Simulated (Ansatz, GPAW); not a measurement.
# butane-1,4-dithiol between two Ag chains: relaxation, then transmission at several levels, part 2 of 3

How well does butane-1,4-dithiol between two Ag chains conduct once its atoms have relaxed, and how much do cheaper levels lose?

GPAW 26.7.0 and Ansatz 0.2.0; Ansatz plane waves; relaxation of the junction with the lead ends held (the session's first sound run).

So far, transmission at the Fermi level (one spin): step 3 (plane-wave reference (PBE)) 0.00835. Also open channels of the lead at the Fermi level (one spin): step 3 1.

## (4) Double-zeta polarised basis

Localised orbitals split the wire into layers that couple to their neighbours alone, which is what the Green's function method needs; double zeta with polarisation is the usual level for numbers.

This step: GPAW LCAO, PAW setups; Landauer transmission from Green's functions with principal layers (ASE), zero bias (GPAW 26.7.0).

run.py

```python
import json
import numpy as np
from ase import Atoms
from ase.transport.calculators import TransportCalculator
from gpaw import GPAW, FermiDirac
from gpaw.lcao.tools import get_lcao_hamiltonian
from scipy.linalg import eigh

# The junction with lead layers at both ends, along the third cell vector
device = Atoms(
    ['Ag', 'Ag', 'Ag', 'Ag', 'Ag', 'Ag', 'Ag', 'S', 'H', 'C', 'H', 'H', 'C', 'H', 'H', 'C', 'H', 'H', 'C', 'H', 'S', 'Ag', 'Ag', 'Ag', 'Ag', 'Ag', 'Ag', 'Ag'],
    positions=[
        [5.50796, 4.69266, 1.33000],
        [5.50796, 4.69266, 3.99000],
        [5.50796, 4.69266, 6.65000],
        [5.50796, 4.69266, 9.31000],
        [5.50796, 4.69266, 11.97000],
        [4.07516, 4.56048, 14.19354],
        [5.57454, 4.44763, 16.41303],
        [5.92691, 3.59754, 18.57786],
        [6.02025, 5.73415, 19.73602],
        [5.44384, 4.80845, 19.87203],
        [6.76177, 3.93631, 21.34782],
        [4.37965, 5.05508, 19.74810],
        [5.69790, 4.20922, 21.26266],
        [5.12785, 3.27167, 21.35875],
        [5.88621, 6.10940, 22.30566],
        [5.31632, 5.17177, 22.40201],
        [6.63496, 4.32597, 23.91621],
        [4.25238, 5.44449, 22.31705],
        [5.57079, 4.57303, 23.79279],
        [4.99420, 3.64751, 23.92944],
        [5.08913, 5.78418, 25.08728],
        [5.44336, 4.93690, 27.25340],
        [6.94736, 4.81840, 29.46926],
        [5.50796, 4.69266, 31.68870],
        [5.50796, 4.69266, 34.34870],
        [5.50796, 4.69266, 37.00870],
        [5.50796, 4.69266, 39.66870],
        [5.50796, 4.69266, 42.32870]],
    cell=[[11.01591, 0.0, 0.0], [0.0, 9.38533, 0.0], [0.0, 0.0, 43.6587]],
    pbc=True)

# One principal layer of the lead: the first 4 atoms of the device
lead = Atoms(
    ['Ag', 'Ag', 'Ag', 'Ag'],
    positions=[
        [5.50796, 4.69266, 1.33000],
        [5.50796, 4.69266, 3.99000],
        [5.50796, 4.69266, 6.65000],
        [5.50796, 4.69266, 9.31000]],
    cell=[[11.01591, 0.0, 0.0], [0.0, 9.38533, 0.0], [0.0, 0.0, 10.64]],
    pbc=True)

settings = dict(mode='lcao', basis='dzp', xc='PBE', h=0.2,
                occupations=FermiDirac(0.1), maxiter=250,
                mixer=dict(beta=0.1, nmaxold=8, weight=100.0),
                convergence=dict(density=0.0001))
energies = np.arange(-2, 2 + 1e-9, 0.025)
eta = 0.0001
n1, n2 = 1, 1
# k and -k transmit alike, so half of the mesh across the current serves
mesh = [(i, j) for i in range(n1) for j in range(n2) if (i, j) <= (-i % n1, -j % n2)]
weights = np.array([1 if (i, j) == (-i % n1, -j % n2) else 2 for i, j in mesh]) / (n1 * n2)

# [... helper functions left out ...]
fermi_lead = ground_state(lead, (1, 1, 11), 'lead.txt')
fermi_device = ground_state(device, (1, 1, 2), 'device.txt')
# [... loop over the mesh left out, but for ...]
        # Shift the lead onto the potential of the device's first layer
        shift = ((H[:, 0, 0] - H0[:, 0, 0]) / S0[0, 0]).real.mean()
# [...]
kT = 8.617333e-5 * 300
bias = [0.1, 0.2, 0.5, 1.0, 1.5, 2.0]
# [... integrals and printing left out ...]
```

Run with:

```console
$ OMP_NUM_THREADS=1 OPENBLAS_NUM_THREADS=1 python run.py
```

Elapsed: 2.9 min, on 1 thread of Intel Xeon Platinum 8488C (Sapphire Rapids), shared host; peak memory 2 GiB.

Numbers from this step:

* conductance: 0.007510 G₀
* largest coupling past the next principal layer: 3.56e-5 eV
* largest misfit of the first principal layer: 0.1699 eV
* shift that aligns the lead: 0.004180 eV
* basis functions of the junction: 496
* basis functions of a principal layer: 108
* transmission at the Fermi level (one spin): 0.007691

One spin. The transmission, zone mean by energy, zero at the Fermi level:

| energy (eV) | transmission, zone mean |
| --- | --- |
| -2.000 | 3.3e-4 |
| -1.800 | 4.7e-6 |
| -1.600 | 7.9e-10 |
| -1.400 | 0 |
| -1.200 | 0 |
| -1.000 | 0.0231 |
| -0.825 | 0.353 |
| -0.800 | 0.326 |
| -0.600 | 0.0568 |
| -0.400 | 0.0177 |
| -0.250 | 0.0303 |
| -0.200 | 0.0205 |
| 0.000 | 0.00769 |
| 0.200 | 0.00498 |
| 0.400 | 0.00307 |
| 0.600 | 0.00207 |
| 0.800 | 0.00155 |
| 1.000 | 0.00126 |
| 1.200 | 0.00110 |
| 1.400 | 0.00105 |
| 1.600 | 0.00112 |
| 1.800 | 0.00146 |
| 2.000 | 0.00293 |

Crossings of the lead's bands, unfolded to its shortest repeat. The open channels, zone mean by energy, zero at the Fermi level:

| energy (eV) | open channels, zone mean |
| --- | --- |
| -2.000 | 3 |
| -1.800 | 3 |
| -1.600 | 1 |
| -1.400 | 0 |
| -1.200 | 0 |
| -1.000 | 1 |
| -0.800 | 1 |
| -0.600 | 1 |
| -0.400 | 1 |
| -0.200 | 1 |
| 0.000 | 1 |
| 0.200 | 1 |
| 0.400 | 1 |
| 0.600 | 1 |
| 0.800 | 1 |
| 1.000 | 1 |
| 1.200 | 1 |
| 1.400 | 1 |
| 1.600 | 1 |
| 1.800 | 1 |
| 2.000 | 1 |

Not self-consistent under bias; the bias window is split evenly. The current through one cell, from the zero-bias transmission by bias:

| bias (V) | current through one cell, from the zero-bias transmission (μA) |
| --- | --- |
| 0.100 | 0.0576 |
| 0.200 | 0.111 |
| 0.500 | 0.306 |
| 1.000 | 0.712 |
| 1.500 | 2.55 |
| 2.000 | 6.68 |

Table of transmission of the three most open eigenchannels by energy, zero at the Fermi level:

| energy (eV) | channel 1 | channel 2 | channel 3 |
| --- | --- | --- | --- |
| -2.000 | 3.2e-4 | 3.0e-6 | 7.7e-7 |
| -1.900 | 3.8e-5 | 4.1e-7 | 2.4e-7 |
| -1.800 | 4.6e-6 | 9.2e-8 | 2.3e-8 |
| -1.700 | 1.2e-8 | 0 | 0 |
| -1.600 | 7.9e-10 | 0 | 0 |
| -1.500 | 0 | 0 | 0 |
| -1.400 | 0 | 0 | 0 |
| -1.300 | 1.9e-11 | 0 | 0 |
| -1.200 | 0 | 0 | 0 |
| -1.100 | 3.9e-9 | 0 | 0 |
| -1.000 | 0.0231 | 0 | 0 |
| -0.900 | 0.233 | 0 | 0 |
| -0.800 | 0.326 | 0 | 0 |
| -0.700 | 0.132 | 0 | 0 |
| -0.600 | 0.0568 | 0 | 0 |
| -0.500 | 0.0305 | 0 | 0 |
| -0.400 | 0.0177 | 0 | 0 |
| -0.300 | 2.2e-4 | 0 | 0 |
| -0.200 | 0.0205 | 0 | 0 |
| -0.100 | 0.00734 | 0 | 0 |
| 0.000 | 0.00769 | 0 | 0 |
| 0.100 | 0.00634 | 0 | 0 |
| 0.200 | 0.00498 | 0 | 0 |
| 0.300 | 0.00389 | 0 | 0 |
| 0.400 | 0.00307 | 0 | 0 |
| 0.500 | 0.00249 | 0 | 0 |
| 0.600 | 0.00207 | 0 | 0 |
| 0.700 | 0.00177 | 0 | 0 |
| 0.800 | 0.00155 | 0 | 0 |
| 0.900 | 0.00138 | 0 | 0 |
| 1.000 | 0.00126 | 0 | 0 |
| 1.100 | 0.00117 | 0 | 0 |
| 1.200 | 0.00110 | 0 | 0 |
| 1.300 | 0.00106 | 0 | 0 |
| 1.400 | 0.00105 | 0 | 0 |
| 1.500 | 0.00107 | 0 | 0 |
| 1.600 | 0.00112 | 0 | 0 |
| 1.700 | 0.00124 | 0 | 0 |
| 1.800 | 0.00146 | 0 | 0 |
| 1.900 | 0.00190 | 0 | 0 |
| 2.000 | 0.00293 | 0 | 0 |

At the Fermi level T is 0.00769 against 0.00835 in plane waves. Couplings past the next layer reach 3.6e-5 eV, small enough to drop; the matrix elements of the cell's first layer differ from the bulk lead's by up to 0.17 eV. That layer keeps its own values in the calculation, and only beyond it is the lead taken as perfect. The Fermi levels of lead and junction count from different zeros of potential, one for each periodic cell; with both set to zero, the small remaining shift is what aligns them. By hand: G = 0.007510 × 77.48 μS = 0.582 μS, a resistance of 1718 kΩ; at 0.1 V a linear junction would pass 0.0582 μA, and the integral over the bias window gives 0.0576 μA.

## (5) Single-zeta polarised basis

The second zeta is dropped, the polarisation orbitals stay.

run.py: that of step 4 with these lines changed.

```diff
@@ -54,3 +54,3 @@
 
-settings = dict(mode='lcao', basis='dzp', xc='PBE', h=0.2,
+settings = dict(mode='lcao', basis='szp(dzp)', xc='PBE', h=0.2,
                 occupations=FermiDirac(0.1), maxiter=250,
```

Wall time 2.3 min (1 thread); peak memory 1.9 GiB.

Numbers from this step:

- conductance: 0.005883 G₀
- largest misfit of the first principal layer: 0.2013 eV
- shift that aligns the lead: 0.003309 eV
- basis functions of the junction: 296
- basis functions of a principal layer: 60
- transmission at the Fermi level (one spin): 0.005897

One spin. Table of transmission, zone mean by energy, zero at the Fermi level:

| energy (eV) | transmission, zone mean |
| --- | --- |
| -2.000 | 3.8e-5 |
| -1.900 | 9.2e-6 |
| -1.800 | 1.8e-6 |
| -1.700 | 5.6e-9 |
| -1.600 | 1.5e-9 |
| -1.500 | 0 |
| -1.400 | 0 |
| -1.300 | 0 |
| -1.200 | 0 |
| -1.100 | 2.1e-9 |
| -1.000 | 0.0274 |
| -0.900 | 0.199 |
| -0.850 | 0.270 |
| -0.800 | 0.208 |
| -0.700 | 0.0687 |
| -0.600 | 0.0309 |
| -0.500 | 0.0182 |
| -0.400 | 0.0128 |
| -0.300 | 0.00147 |
| -0.200 | 2.9e-4 |
| -0.100 | 0.00700 |
| 0.000 | 0.00590 |
| 0.100 | 0.00476 |
| 0.200 | 0.00376 |
| 0.300 | 0.00297 |
| 0.400 | 0.00238 |
| 0.500 | 0.00195 |
| 0.600 | 0.00164 |
| 0.700 | 0.00143 |
| 0.800 | 0.00127 |
| 0.900 | 0.00115 |
| 1.000 | 0.00106 |
| 1.100 | 1.0e-3 |
| 1.200 | 9.5e-4 |
| 1.300 | 9.3e-4 |
| 1.400 | 9.2e-4 |
| 1.500 | 9.4e-4 |
| 1.600 | 9.9e-4 |
| 1.700 | 0.00109 |
| 1.800 | 0.00127 |
| 1.900 | 0.00161 |
| 2.000 | 0.00233 |

The conductance, 0.00588 G₀, lies 22 % below that of the dzp run.

## (6) Minimal basis

The minimal basis is the cheapest rung: no second zeta and no polarisation.

run.py: that of step 5 with these lines changed.

```diff
@@ -54,3 +54,3 @@
 
-settings = dict(mode='lcao', basis='szp(dzp)', xc='PBE', h=0.2,
+settings = dict(mode='lcao', basis='sz(dzp)', xc='PBE', h=0.2,
                 occupations=FermiDirac(0.1), maxiter=250,
```

Elapsed: 1.8 min, on 1 thread; peak memory 1.8 GiB.

Numbers from this step:

```yaml
conductance: 0.004771 G₀
largest_coupling_past_the_next_principal_layer: 3.59e-5 eV
largest_misfit_of_the_first_principal_layer: 0.08580 eV
shift_that_aligns_the_lead: 0.002449 eV
basis_functions_of_the_junction: 200
basis_functions_of_a_principal_layer: 48
transmission_at_the_fermi_level_one_spin: 0.004804
```

The conductance, 0.00477 G₀, lies 36 % below that of the dzp run.

## (7) revPBE in the dzp basis: xc = "revPBE"

Back in the dzp basis, the functional changes from PBE to revPBE, to set the spread between functionals beside that between bases.

run.py: that of step 6 with these lines changed.

```diff
@@ -54,3 +54,3 @@
 
-settings = dict(mode='lcao', basis='sz(dzp)', xc='PBE', h=0.2,
+settings = dict(mode='lcao', basis='dzp', xc='revPBE', h=0.2,
                 occupations=FermiDirac(0.1), maxiter=250,
```

It took 3.2 min on 1 thread; peak memory 2 GiB.

Numbers from this step:

| Quantity | Value |
| --- | --- |
| conductance | 0.007521 G₀ |
| largest coupling past the next principal layer | 3.58e-5 eV |
| largest misfit of the first principal layer | 0.1717 eV |
| shift that aligns the lead | 0.003872 eV |
| basis functions of the junction | 496 |
| basis functions of a principal layer | 108 |
| transmission at the Fermi level (one spin) | 0.007667 |

One spin. Transmission, zone mean against energy, zero at the Fermi level:

| energy (eV) | transmission, zone mean |
| --- | --- |
| -2.000 | 1.0e-4 |
| -1.800 | 1.6e-8 |
| -1.600 | 0 |
| -1.400 | 0 |
| -1.200 | 0 |
| -1.000 | 0.0244 |
| -0.825 | 0.369 |
| -0.800 | 0.347 |
| -0.600 | 0.0606 |
| -0.400 | 0.0184 |
| -0.200 | 0.0128 |
| 0.000 | 0.00767 |
| 0.200 | 0.00488 |
| 0.400 | 0.00301 |
| 0.600 | 0.00203 |
| 0.800 | 0.00152 |
| 1.000 | 0.00123 |
| 1.200 | 0.00107 |
| 1.400 | 0.00101 |
| 1.600 | 0.00106 |
| 1.800 | 0.00136 |
| 2.000 | 0.00265 |

The conductance equals that of the dzp run to 0.2 %.

## (8) Without the relaxation: geometry = "as built"

The dzp basis with PBE on the structure as first built shows what the relaxation was worth.

run.py: that of step 7 with these lines changed.

```diff
@@ -17,20 +17,20 @@
         [5.50796, 4.69266, 11.97000],
-        [4.07516, 4.56048, 14.19354],
-        [5.57454, 4.44763, 16.41303],
-        [5.92691, 3.59754, 18.57786],
-        [6.02025, 5.73415, 19.73602],
-        [5.44384, 4.80845, 19.87203],
-        [6.76177, 3.93631, 21.34782],
-        [4.37965, 5.05508, 19.74810],
-        [5.69790, 4.20922, 21.26266],
-        [5.12785, 3.27167, 21.35875],
-        [5.88621, 6.10940, 22.30566],
-        [5.31632, 5.17177, 22.40201],
-        [6.63496, 4.32597, 23.91621],
-        [4.25238, 5.44449, 22.31705],
-        [5.57079, 4.57303, 23.79279],
-        [4.99420, 3.64751, 23.92944],
-        [5.08913, 5.78418, 25.08728],
-        [5.44336, 4.93690, 27.25340],
-        [6.94736, 4.81840, 29.46926],
+        [5.50796, 4.69266, 14.63000],
+        [5.50796, 4.69266, 17.29000],
+        [3.87106, 3.90315, 18.91814],
+        [4.10706, 5.84631, 20.30529],
+        [4.10377, 4.76855, 20.49680],
+        [6.25778, 4.55736, 20.50196],
+        [3.25001, 4.54109, 21.14302],
+        [5.40817, 4.33411, 21.15969],
+        [5.40137, 3.25001, 21.33004],
+        [5.61455, 6.13533, 22.32865],
+        [5.60775, 5.05122, 22.49901],
+        [7.76591, 4.84424, 22.51569],
+        [4.75814, 4.82798, 23.15673],
+        [6.91215, 4.61678, 23.16190],
+        [6.90885, 3.53902, 23.35341],
+        [7.14485, 5.48218, 24.74056],
+        [5.50796, 4.69266, 26.36870],
+        [5.50796, 4.69266, 29.02870],
         [5.50796, 4.69266, 31.68870],
@@ -54,3 +54,3 @@
 
-settings = dict(mode='lcao', basis='dzp', xc='revPBE', h=0.2,
+settings = dict(mode='lcao', basis='dzp', xc='PBE', h=0.2,
                 occupations=FermiDirac(0.1), maxiter=250,
```

Run time: 2.8 min. Hardware: 1 thread; peak memory 2 GiB.

This step gave:

| Quantity | Value |
| --- | --- |
| conductance | 0.001205 G₀ |
| largest coupling past the next principal layer | 3.56e-5 eV |
| largest misfit of the first principal layer | 0.05230 eV |
| shift that aligns the lead | -5.01e-4 eV |
| transmission at the Fermi level (one spin) | 2.51e-4 |

One spin. Transmission, zone mean against energy, zero at the Fermi level:

| energy (eV) | transmission, zone mean |
| --- | --- |
| -2.000 | 0.0200 |
| -1.900 | 0.0107 |
| -1.800 | 0.00299 |
| -1.700 | 6.3e-5 |
| -1.600 | 1.3e-10 |
| -1.500 | 1.1e-12 |
| -1.400 | 1.1e-12 |
| -1.300 | 0 |
| -1.200 | 0 |
| -1.100 | 1.8e-7 |
| -1.000 | 0.0309 |
| -0.900 | 0.0138 |
| -0.800 | 0.00818 |
| -0.700 | 0.00594 |
| -0.600 | 0.00553 |
| -0.500 | 0.00892 |
| -0.400 | 0.0822 |
| -0.350 | 0.479 |
| -0.300 | 0.0442 |
| -0.200 | 0.0567 |
| -0.175 | 0.364 |
| -0.100 | 0.00413 |
| 0.000 | 2.5e-4 |
| 0.100 | 4.2e-5 |
| 0.200 | 9.0e-6 |
| 0.300 | 1.8e-6 |
| 0.400 | 1.8e-7 |
| 0.500 | -1.3e-8 |
| 0.600 | 1.0e-7 |
| 0.700 | 2.1e-7 |
| 0.800 | 2.1e-7 |
| 0.900 | 1.2e-7 |
| 1.000 | 1.3e-8 |
| 1.100 | 2.7e-9 |
| 1.200 | 2.4e-7 |
| 1.300 | 9.3e-7 |
| 1.400 | 2.3e-6 |
| 1.500 | 4.6e-6 |
| 1.600 | 8.3e-6 |
| 1.700 | 1.4e-5 |
| 1.800 | 2.1e-5 |
| 1.900 | 3.2e-5 |
| 2.000 | 4.6e-5 |

The conductance, 0.00120 G₀, lies a factor of 6.2 below that of the dzp run.

## (9) Cost and result by level

Times are wall times on the hardware named with each run. The runs compared:

| no. | run | conductance (G₀) | time | memory (GiB) |
| --- | --- | --- | --- | --- |
| 1 | pw PBE | 0.008239 | 40 min | 6.7 |
| 2 | dzp | 0.007510 | 2.9 min | 2.0 |
| 3 | szp | 0.005883 | 2.3 min | 1.9 |
| 4 | sz | 0.004771 | 1.8 min | 1.8 |
| 5 | dzp revPBE | 0.007521 | 3.2 min | 2.0 |
| 6 | asbuilt | 0.001205 | 2.8 min | 2.0 |

## (10) The levels side by side

The curves are compared point by point over the common energies.

This step: comparison of transmission and cost over codes, levels and geometry (GPAW 26.7.0).

Ladder, by row:

| step | code | T at the Fermi level (sum over the listed spins) | conductance (G0) | r.m.s. T(E) from the first | wall time (s) | peak memory (GiB) | threads |
| --- | --- | --- | --- | --- | --- | --- | --- |
| pw-pbe | Ansatz | 0.008354 | 0.008239 | 0 | 2430 | 6.709 | 4 |
| dzp | GPAW | 0.007691 | 0.00751 | 0.036 | 176.6 | 1.98 | 1 |
| szp | GPAW | 0.005897 | 0.005883 | 0.048 | 138.7 | 1.89 | 1 |
| sz | GPAW | 0.004804 | 0.004771 | 0.06203 | 106.3 | 1.82 | 1 |
| dzp-revPBE | GPAW | 0.007667 | 0.007521 | 0.03481 | 192.5 | 1.97 | 1 |
| asbuilt | GPAW | 2.51e-4 | 0.001205 | 0.1087 | 167.2 | 1.98 | 1 |

The transmission, zone mean, sum over the listed spins by energy, zero at the Fermi level:

| energy (eV) | pw-pbe | dzp | szp | sz | dzp-revPBE | asbuilt |
| --- | --- | --- | --- | --- | --- | --- |
| -2.000 | 4.1e-5 | 3.3e-4 | 3.8e-5 | 1.1e-4 | 1.0e-4 | 0.0200 |
| -1.800 | 1.7e-8 | 4.7e-6 | 1.8e-6 | 1.3e-5 | 1.6e-8 | 0.00299 |
| -1.600 | 0 | 7.9e-10 | 1.5e-9 | 6.6e-7 | 2.2e-13 | 1.3e-10 |
| -1.400 | 0 | 6.1e-14 | 4.7e-16 | 5.9e-12 | 6.5e-14 | 1.1e-12 |
| -1.200 | 0 | 2.2e-13 | -2.7e-14 | 2.5e-16 | 2.4e-13 | -7.7e-13 |
| -1.000 | 0.0523 | 0.0231 | 0.0274 | 0.00772 | 0.0244 | 0.0309 |
| -0.875 | 0.513 | 0.296 | 0.247 | 0.163 | 0.305 | 0.0118 |
| -0.850 | 0.492 | 0.341 | 0.270 | 0.198 | 0.354 | 0.0103 |
| -0.825 | 0.430 | 0.353 | 0.254 | 0.203 | 0.369 | 0.00912 |
| -0.800 | 0.352 | 0.326 | 0.208 | 0.177 | 0.347 | 0.00818 |
| -0.600 | 0.0535 | 0.0568 | 0.0309 | 0.0270 | 0.0606 | 0.00553 |
| -0.400 | 0.0195 | 0.0177 | 0.0128 | 0.0112 | 0.0184 | 0.0822 |
| -0.225 | 0.100 | 0.0292 | 0.00216 | 0.00277 | 0.0251 | 0.0305 |
| -0.200 | 0.00427 | 0.0205 | 2.9e-4 | 7.1e-5 | 0.0128 | 0.0567 |
| 0.000 | 0.00835 | 0.00769 | 0.00590 | 0.00480 | 0.00767 | 2.5e-4 |
| 0.200 | 0.00533 | 0.00498 | 0.00376 | 0.00319 | 0.00488 | 9.0e-6 |
| 0.400 | 0.00337 | 0.00307 | 0.00238 | 0.00209 | 0.00301 | 1.8e-7 |
| 0.600 | 0.00233 | 0.00207 | 0.00164 | 0.00149 | 0.00203 | 1.0e-7 |
| 0.800 | 0.00176 | 0.00155 | 0.00127 | 0.00117 | 0.00152 | 2.1e-7 |
| 1.000 | 0.00143 | 0.00126 | 0.00106 | 0.00100 | 0.00123 | 1.3e-8 |
| 1.200 | 0.00125 | 0.00110 | 9.5e-4 | 9.2e-4 | 0.00107 | 2.4e-7 |
| 1.400 | 0.00117 | 0.00105 | 9.2e-4 | 9.0e-4 | 0.00101 | 2.3e-6 |
| 1.600 | 0.00123 | 0.00112 | 9.9e-4 | 9.7e-4 | 0.00106 | 8.3e-6 |
| 1.800 | 0.00151 | 0.00146 | 0.00127 | 0.00122 | 0.00136 | 2.1e-5 |
| 2.000 | 0.00247 | 0.00293 | 0.00233 | 0.00208 | 0.00265 | 4.6e-5 |

[end of part 2 of 3]

[Logs are printed without paths, hosts, clocks, repeated set-up lines and the standing remarks that a program may print on its own settings, such as how far it seeks lower states.]

[Hosts, paths, dates, database ids (printed as entryN), source tags and the programs' standing remarks are cut or masked in the printed files.]
